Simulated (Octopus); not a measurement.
# PbSe (Clausthalite) (Fm-3m) in Octopus: reference runs

Aim: a first look at PbSe (Clausthalite) with PBEsol, on the cell as given, and energy against volume gives the equilibrium volume and stiffness.

All numbers are computed with Octopus 16.4; they aren't measurements. Logs are shortened: lines on timing, memory, paths and dates and some standing lists are left out, and cuts for length are marked.

**Experimental background.**

From a printed reference work, monograph, for a bulk crystal of PbSe at 300 K: band gap 0.28 eV (direct).

The runs below are set against these values where they give the same quantity.

### Step 1. Starting point

Symmetry: Fm-3m, No. 225, cubic system. Conventional cell: a = 6.121 Å, b = 6.121 Å, c = 6.121 Å, α = 90.00°, β = 90.00°, γ = 90.00°. Pb (site symmetry m-3m) has 6 Se at 3.06 Å as nearest neighbours. Se (site symmetry m-3m) is surrounded by 6 Pb at 3.06 Å.

### Step 2. Single point, PBEsol

The input, inp:

```
CalculationMode = gs
UnitsOutput = eV_Angstrom
PeriodicDimensions = 3
ExperimentalFeatures = yes
PseudopotentialSet = pseudodojo_pbesol
%LatticeParameters
 1*angstrom | 1*angstrom | 1*angstrom
%
%LatticeVectors
 0 | 3.06065 | 3.06065
 3.06065 | 0 | 3.06065
 3.06065 | 3.06065 | 0
%
%ReducedCoordinates
 "Pb" | 0 | 0 | 0
 "Se" | 0.5 | 0.5 | 0.5
%
%Spacing
 0.13116402*angstrom | 0.13116402*angstrom | 0.13116402*angstrom
%
DerivativesOrder = 8
%KPointsGrid
 8 | 8 | 8
%
KPointsUseSymmetries = yes
XCFunctional = gga_x_pbe_sol + gga_c_pbe_sol
SmearingFunction = fermi_dirac
Smearing = 0.05*eV
ExtraStates = 6
Eigensolver = chebyshev_filter
ConvRelDens = 3e-7
MaximumIter = 120
```

Potentials or basis: pseudodojo_pbesol (PseudoDojo 0.4, PBEsol).

Command:

```bash
$ OMP_NUM_THREADS=1 octopus > out.log
```

out.log:

```text
Running octopus

[... 13 lines left out ...]

Input: [AllElectronType = no]
Input: [PseudopotentialSet = pseudodojo_pbesol]
Reading Coordinates from ReducedCoordinates block

****************************** Species *******************************
  Species 'Pb'
    type             : pseudopotential
    file             : 'Pb.upf'
    file format      : UPF2
    valence charge   : 14.0
    atomic number    :  82
    form on file     : kleinman-bylander
    lmax             : 2
    llocal           : -1
    projectors per l : 2
    total projectors : 6
    application form : kleinman-bylander
    orbitals         :  9
    bound orbitals   :  9

  Species 'Se'
    type             : pseudopotential
    file             : 'Se.upf'
    file format      : UPF2
    valence charge   : 16.0
    atomic number    :  34
    form on file     : kleinman-bylander
    lmax             : 2
    llocal           : -1
    projectors per l : 2
    total projectors : 6
    application form : kleinman-bylander
    orbitals         :  9
    bound orbitals   :  9

**********************************************************************

***************************** Symmetries *****************************
Space group No.  225
International: Fm-3m
Schoenflies: Oh^5
Info: The system has    48 symmorphic symmetries that can be used.
  Index                Rotation matrix                      Fractional translations
    1 :     1   0   0     0   1   0     0   0   1      0.000000    0.000000    0.000000
    2 :    -1   0   0     0  -1   0     0   0  -1      0.000000    0.000000    0.000000
    3 :     1   0  -1     1   0   0     1  -1   0      0.000000    0.000000    0.000000
    4 :    -1   0   1    -1   0   0    -1   1   0      0.000000    0.000000    0.000000
    5 :     0   1  -1     1   0  -1     0   0  -1      0.000000    0.000000    0.000000
    6 :     0  -1   1    -1   0   1     0   0   1      0.000000    0.000000    0.000000
[... 40 lines left out ...]
   47 :     0   1  -1    -1   1   0     0   1   0      0.000000    0.000000    0.000000
   48 :     0  -1   1     1  -1   0     0  -1   0      0.000000    0.000000    0.000000
Info: The system also has     0 nonsymmorphic symmetries (not used for electrons).
**********************************************************************

Input: [CurvMethod = curv_affine]
Input: [DerivativesStencil = stencil_stargeneral]

****************************** Lattice *******************************
  Lattice Vectors [A]
    0.000000    3.060650    3.060650
    3.060650    0.000000    3.060650
    3.060650    3.060650    0.000000
  Cell volume =            57.3418 [A^3]
  Reciprocal-Lattice Vectors [A^-1]
   -1.026446    1.026446    1.026446
    1.026446   -1.026446    1.026446
    1.026446    1.026446   -1.026446
  Cell angles [degree]
    alpha =   60.000
    beta  =   60.000
    gamma =   60.000
**********************************************************************

Checking if the generated full k-point grid is symmetric

    29 k-points generated from parameters :
 ---------------------------------------------------
    n =    8    8    8

    s1  =  0.00  0.00  0.00

   index |      weight  |             coordinates              |
       1 |     0.001953 |    0.000000    0.000000    0.000000  |
       2 |     0.015625 |    0.125000    0.000000    0.000000  |
       3 |     0.011719 |    0.125000    0.125000    0.000000  |
       4 |     0.023438 |   -0.125000    0.125000    0.000000  |
       5 |     0.046875 |   -0.125000    0.125000    0.125000  |
       6 |     0.015625 |    0.250000    0.000000    0.000000  |
[... 21 lines left out ...]
      28 |     0.023438 |   -0.375000    0.500000    0.125000  |
      29 |     0.005859 |    0.500000    0.500000    0.000000  |

[... 49 lines left out ...]
Info: Pseudopotential for Pb
  Radii for localized parts:
    local part     =  1.2 A
    non-local part =  1.5 A
    orbitals       =  6.3 A

Info: Pseudopotential for Se
  Radii for localized parts:
    local part     =  1.3 A
    non-local part =  1.3 A
    orbitals       =  4.8 A

Input: [RelativisticCorrection = non_relativistic]
[... 11 lines left out ...]
      Block       2 contains       4 states:       5 -       8
      Block       3 contains       4 states:       9 -      12
      Block       4 contains       4 states:      13 -      16
      Block       5 contains       4 states:      17 -      20
      Block       6 contains       1 states:      21 -      21
Info: Ground-state allocation done.
Info: Could not find 'restart/gs' directory for restart.
[... 18 lines left out ...]
** Warning:
**   Cannot do LCAO for all states because there are not enough atomic orbitals.
**   Required: 21. Available: 18. 3 orbitals will be randomized.

Info: Unnormalized total charge =     30.005285
Info: Renormalized total charge =     30.000000

** Warning:
**   Symmetrization discrepancy ratio (scalar) =  5.10532E-06

Info: Setting up Hamiltonian.
Info: Performing initial LCAO calculation with     18 orbitals.
Info: Getting Hamiltonian matrix elements.

Eigenvalues [eV]
 #st  Spin   Eigenvalue      Occupation
#k =       1, k = (  0.000000,  0.000000,  0.000000)
   1   --   -44.209292       2.000000
   2   --   -44.209292       2.000000
   3   --   -44.202304       2.000000
   4   --   -44.201812       2.000000
   5   --   -44.201812       2.000000
   6   --   -11.953441       2.000000
[... 10 lines left out ...]
  17   --     9.244878       2.000000
  18   --     9.246560       2.000000
#k =       2, k = (  0.125000,  0.000000,  0.000000)
   1   --   -43.859337       2.000000
   2   --   -43.858559       2.000000
   3   --   -43.411789       2.000000
   4   --   -43.410649       2.000000
   5   --   -43.258758       2.000000
   6   --   -11.672525       2.000000
[... 10 lines left out ...]
  17   --     9.446356       1.999990
  18   --     9.540297       1.999938
[... 27 further k-points ...]
Fermi energy =    10.059196 eV
Generating random wavefunctions for states       19 and above
Orthogonalizing wavefunctions.
Info: Ground-state restart information will be written to 'restart/gs'.
Info: SCF using complex wavefunctions.
Info: Starting SCF iteration.

** Warning:
**   Symmetrization discrepancy ratio (scalar) =  4.37589E-03

*********************** SCF CYCLE ITER #    1 ************************
 etot  = -5.24356298E+03 abs_ev   =  1.70E+02 rel_ev   =  2.94E-01
 ediff =        1.93E+02 abs_dens =  1.33E+00 rel_dens =  4.44E-02
Matrix vector products: 725
Converged eigenvectors: 0

#  State  KPoint  Eigenvalue [eV]  Occupation    Error
      1      28      -44.211039    2.000000   ( 5.5E-04)
      1      24      -44.211035    2.000000   ( 7.9E-04)
      1      26      -44.211034    2.000000   ( 8.8E-04)
      1      25      -44.211033    2.000000   ( 5.8E-04)
      1      21      -44.211029    2.000000   ( 7.2E-04)
      1      14      -44.211028    2.000000   ( 3.7E-04)
      1      29      -44.211024    2.000000   ( 1.5E-03)
      1       1      -44.211023    2.000000   ( 2.4E-05)
[... 23 lines left out ...]
     21      29       17.801322    0.000000   ( 1.3E-01)
     21      20       17.975673    0.000000   ( 1.5E-01)
     21      27       18.244357    0.000000   ( 1.2E-01)
     21      28       18.341847    0.000000   ( 1.4E-01)
     21      25       18.382260    0.000000   ( 1.5E-01)
     21      15       18.429701    0.000000   ( 1.7E-01)
     21      19       18.528648    0.000000   ( 1.6E-01)
     21      23       20.682851    0.000000   ( 1.4E-01)

Density of states:

%---------------------------------%-----------------------------------
%---------------------------------%-----------------------------------
%---------------------------------%-----------------------------------
%---------------------------------%-----------------------------------
%---------------------------------%-----------------------------------
%---------------------------------%-----------------------------------
%---------------------------------%-----------------------------------
%---------------------------------%-----------------------------------
%---------------------------------%--------%----%%------%-------------
%---------------------------------%--%%----%---%%%%--%%%%%--%%-%%-%---
                                                    ^

Fermi energy =     4.271039 eV

**********************************************************************

*********************** SCF CYCLE ITER #    2 ************************
 etot  = -5.20979739E+03 abs_ev   =  1.02E+01 rel_ev   =  1.80E-02
 ediff =        1.24E+00 abs_dens =  5.60E-01 rel_dens =  1.87E-02
Matrix vector products: 725
Converged eigenvectors: 0
[... 151 lines left out ...]
*********************** SCF CYCLE ITER #   15 ************************
 etot  = -5.20880805E+03 abs_ev   =  2.83E-06 rel_ev   =  4.96E-09
 ediff =        1.60E-06 abs_dens =  1.51E-06 rel_dens =  5.03E-08
Matrix vector products: 725
Converged eigenvectors: 0

#  State  KPoint  Eigenvalue [eV]  Occupation    Error
      1      29      -43.154077    2.000000   ( 4.0E-08)
      1      25      -43.154069    2.000000   ( 5.0E-08)
      1      24      -43.154069    2.000000   ( 5.0E-08)
      1      26      -43.154068    2.000000   ( 3.9E-08)
      1      28      -43.154067    2.000000   ( 6.7E-08)
      1      21      -43.154064    2.000000   ( 5.0E-08)
      1      18      -43.154062    2.000000   ( 3.9E-08)
      1      20      -43.154061    2.000000   ( 5.0E-08)
[... 23 lines left out ...]
     21      19       15.082215    0.000000   ( 2.2E-02)
     20      26       15.505294    0.000000   ( 4.6E-03)
     20      29       15.726921    0.000000   ( 8.9E-03)
     21      28       15.758737    0.000000   ( 1.3E-02)
     21      23       15.790811    0.000000   ( 1.2E-02)
     21      26       15.863172    0.000000   ( 2.0E-02)
     21      29       15.942715    0.000000   ( 3.0E-02)
     21      27       16.172165    0.000000   ( 2.0E-02)

Density of states:

%---------------------------------------------------------------------
%-----------------------------------%---------------------------------
%-----------------------------------%---------------------------------
%-----------------------------------%---------------------------------
%-----------------------------------%---------------------------------
%-----------------------------------%---------------------------------
%-----------------------------------%---------------------------------
%-----------------------------------%---------------------------------
%-----------------------------------%----------------%------%---------
%----------------------------------%%---%%---%%----%%%%--%%%%%%%%%%%--
                                                       ^

Fermi energy =     4.255840 eV

**********************************************************************

Info: SCF converged in   15 iterations

** Warning:
**   Some of the states are not fully converged!

Info: Number of matrix-vector products:      10875
Info: Finished writing information to 'restart/gs'.

Octopus emitted 19 warnings.
```

It took 8.8 min on 1 thread of Arm Neoverse V1, shared host; peak memory 1.1 GiB.

Results:

```
Free energy            : -5208.8086 eV
Band gap on the k mesh : 0.21 eV, direct
```

Caveat: spin-orbit coupling is left out, which as a rule narrows the gap of such compounds by several tenths of an eV.

### Step 3. Equation of state, PBEsol, 28.67 Å³/atom

inp is that of step 2.

Potentials or basis: pseudodojo_pbesol (PseudoDojo 0.4, PBEsol).

Command:

```bash
$ OMP_NUM_THREADS=1 octopus > out.log
```

It took 5.8 min on 1 thread of Intel Xeon 6975P-C (Granite Rapids), shared host; peak memory 1.1 GiB.

Results (log left out):

* Free energy: -5208.8086 eV
* Band gap on the k mesh: 0.21 eV, direct

Caveat: spin-orbit coupling is left out, which as a rule narrows the gap of such compounds by several tenths of an eV.

### Step 4. Equation of state, PBEsol, 28.10 Å³/atom (volume scaled by 0.98)

Edit inp of step 3 so:

```diff
@@ -9,5 +9,5 @@
 %LatticeVectors
- 0 | 3.06065 | 3.06065
- 3.06065 | 0 | 3.06065
- 3.06065 | 3.06065 | 0
+ 0 | 3.0401081059 | 3.0401081059
+ 3.0401081059 | 0 | 3.0401081059
+ 3.0401081059 | 3.0401081059 | 0
 %
@@ -18,3 +18,3 @@
 %Spacing
- 0.13116402*angstrom | 0.13116402*angstrom | 0.13116402*angstrom
+ 0.13028370*angstrom | 0.13028370*angstrom | 0.13028370*angstrom
 %
@@ -32 +32,6 @@
 MaximumIter = 120
+%Output
+ density | cube
+ elf | cube
+ potential | cube
+%
```

Command:

```bash
$ OMP_NUM_THREADS=1 octopus > out.log
```

Run time: 5.4 min. Hardware: 1 thread of Intel Xeon 6975P-C (Granite Rapids), shared host; peak memory 1.1 GiB.

It converged, with:

| Property | Result |
| --- | --- |
| Free energy | -5208.7987 eV |
| Band gap on the k mesh | 0.14 eV, direct |

Caveat: spin-orbit coupling is left out, which as a rule narrows the gap of such compounds by several tenths of an eV.

### Step 5. Equation of state, PBEsol, 29.24 Å³/atom (volume scaled by 1.02)

Edit inp of step 4 so:

```diff
@@ -9,5 +9,5 @@
 %LatticeVectors
- 0 | 3.0401081059 | 3.0401081059
- 3.0401081059 | 0 | 3.0401081059
- 3.0401081059 | 3.0401081059 | 0
+ 0 | 3.080919796 | 3.080919796
+ 3.080919796 | 0 | 3.080919796
+ 3.080919796 | 3.080919796 | 0
 %
@@ -18,3 +18,3 @@
 %Spacing
- 0.13028370*angstrom | 0.13028370*angstrom | 0.13028370*angstrom
+ 0.13203268*angstrom | 0.13203268*angstrom | 0.13203268*angstrom
 %
@@ -32,6 +32 @@
 MaximumIter = 120
-%Output
- density | cube
- elf | cube
- potential | cube
-%
```

Command:

```bash
$ OMP_NUM_THREADS=1 octopus > out.log
```

Wall time 5.2 min (1 thread of Intel Xeon 6975P-C (Granite Rapids), shared host); peak memory 1.1 GiB.

The run converged. Its results:

```
Free energy            : -5208.7986 eV
Band gap on the k mesh : 0.27 eV, direct
```

Caveat: spin-orbit coupling is left out, which as a rule narrows the gap of such compounds by several tenths of an eV.

### Step 6. Equation of state, PBEsol, 27.52 Å³/atom (volume scaled by 0.96)

Edit inp of step 5 so:

```diff
@@ -9,5 +9,5 @@
 %LatticeVectors
- 0 | 3.080919796 | 3.080919796
- 3.080919796 | 0 | 3.080919796
- 3.080919796 | 3.080919796 | 0
+ 0 | 3.0192847941 | 3.0192847941
+ 3.0192847941 | 0 | 3.0192847941
+ 3.0192847941 | 3.0192847941 | 0
 %
@@ -18,3 +18,3 @@
 %Spacing
- 0.13203268*angstrom | 0.13203268*angstrom | 0.13203268*angstrom
+ 0.12939132*angstrom | 0.12939132*angstrom | 0.12939132*angstrom
 %
```

Potentials or basis: pseudodojo_pbesol (PseudoDojo 0.4, PBEsol).

Command:

```bash
$ OMP_NUM_THREADS=1 octopus > out.log
```

It took 4.8 min on 1 thread of Intel Xeon 6975P-C (Granite Rapids), shared host; peak memory 1.1 GiB.

Results (log left out):

```yaml
Free_energy: -5208.7796 eV
Band_gap_on_the_k_mesh: 0.07 eV, direct
```

Caveat: spin-orbit coupling is left out, which as a rule narrows the gap of such compounds by several tenths of an eV.

### Step 7. Equation of state, PBEsol, 29.82 Å³/atom (volume scaled by 1.04)

Edit inp of step 6 so:

```diff
@@ -9,5 +9,5 @@
 %LatticeVectors
- 0 | 3.0192847941 | 3.0192847941
- 3.0192847941 | 0 | 3.0192847941
- 3.0192847941 | 3.0192847941 | 0
+ 0 | 3.1009263293 | 3.1009263293
+ 3.1009263293 | 0 | 3.1009263293
+ 3.1009263293 | 3.1009263293 | 0
 %
@@ -18,3 +18,3 @@
 %Spacing
- 0.12939132*angstrom | 0.12939132*angstrom | 0.12939132*angstrom
+ 0.13289006*angstrom | 0.13289006*angstrom | 0.13289006*angstrom
 %
```

Command:

```bash
$ OMP_NUM_THREADS=1 octopus > out.log
```

It took 5.3 min on 1 thread of Intel Xeon 6975P-C (Granite Rapids), shared host; peak memory 1.1 GiB.

Results (log left out):

| Quantity | Value |
| --- | --- |
| Free energy | -5208.7923 eV |
| Band gap on the k mesh | 0.33 eV, direct |

Caveat: spin-orbit coupling is left out, which as a rule narrows the gap of such compounds by several tenths of an eV.

### Step 8. Equation of state, PBEsol, 26.95 Å³/atom (volume scaled by 0.94)

Edit inp of step 7 so:

```diff
@@ -9,5 +9,5 @@
 %LatticeVectors
- 0 | 3.1009263293 | 3.1009263293
- 3.1009263293 | 0 | 3.1009263293
- 3.1009263293 | 3.1009263293 | 0
+ 0 | 2.9981702236 | 2.9981702236
+ 2.9981702236 | 0 | 2.9981702236
+ 2.9981702236 | 2.9981702236 | 0
 %
@@ -18,3 +18,3 @@
 %Spacing
- 0.13289006*angstrom | 0.13289006*angstrom | 0.13289006*angstrom
+ 0.12848645*angstrom | 0.12848645*angstrom | 0.12848645*angstrom
 %
@@ -32 +32,6 @@
 MaximumIter = 120
+%Output
+ density | cube
+ elf | cube
+ potential | cube
+%
```

Command:

```bash
$ OMP_NUM_THREADS=1 octopus > out.log
```

It took 5.3 min on 1 thread of Intel Xeon 6975P-C (Granite Rapids), shared host; peak memory 1.1 GiB.

It converged, with:

| Property | Result |
| --- | --- |
| Free energy | -5208.7530 eV |
| Band gap on the k mesh | 0.01 eV, direct |

Caveat: spin-orbit coupling is left out, which as a rule narrows the gap of such compounds by several tenths of an eV.

### Step 9. Equation of state, PBEsol, 30.39 Å³/atom (volume scaled by 1.06)

Edit inp of step 8 so:

```diff
@@ -9,5 +9,5 @@
 %LatticeVectors
- 0 | 2.9981702236 | 2.9981702236
- 2.9981702236 | 0 | 2.9981702236
- 2.9981702236 | 2.9981702236 | 0
+ 0 | 3.1206779849 | 3.1206779849
+ 3.1206779849 | 0 | 3.1206779849
+ 3.1206779849 | 3.1206779849 | 0
 %
@@ -18,3 +18,3 @@
 %Spacing
- 0.12848645*angstrom | 0.12848645*angstrom | 0.12848645*angstrom
+ 0.13373652*angstrom | 0.13373652*angstrom | 0.13373652*angstrom
 %
@@ -32,6 +32 @@
 MaximumIter = 120
-%Output
- density | cube
- elf | cube
- potential | cube
-%
```

Potentials or basis: pseudodojo_pbesol (PseudoDojo 0.4, PBEsol).

Command:

```bash
$ OMP_NUM_THREADS=1 octopus > out.log
```

It took 5.5 min on 1 thread of Intel Xeon 6975P-C (Granite Rapids), shared host; peak memory 1.1 GiB.

It converged, with:

```
Free energy            : -5208.7774 eV
Band gap on the k mesh : 0.39 eV, direct
```

Caveat: spin-orbit coupling is left out, which as a rule narrows the gap of such compounds by several tenths of an eV.

### Step 10. Equation of state, PBEsol

This step only gathers the single runs of the series.

What came out:

```yaml
Equilibrium_volume: "28.76 Å³/atom (rough: see the caveat)"
Bulk_modulus: 59 GPa (rough)
```

Energy against volume, from the lowest point:
```csv
volume (Å³/atom),energy (meV/atom)
26.951,27.80
27.524,14.51
28.097,4.97
28.671,0.00
29.244,5.01
29.818,8.17
30.391,15.62
```

Caveat: the points scatter about the fit; the fit is doubtful: noisy points or a state that changes with volume; the number of grid points is fixed, so the spacing changes with the cell, which shifts volumes and moduli. Spin-orbit coupling is left out, which matters for the levels of Pb.

### Step 11. Comparison with measurements

Step 2. A measured gap of PbSe is 0.28 eV (direct; 300 K; a printed reference work, monograph); the calculated 0.21 eV misses it by -0.07 eV. 2 values of this kind are on record (0.15 to 0.28 eV); this one was drawn at random. Spin-orbit coupling on Pb, Se is left out. The value is that of PBEsol on a finite k mesh, which can miss the band edges, without temperature or zero-point motion. Semilocal functionals fall short of measured gaps as a rule.
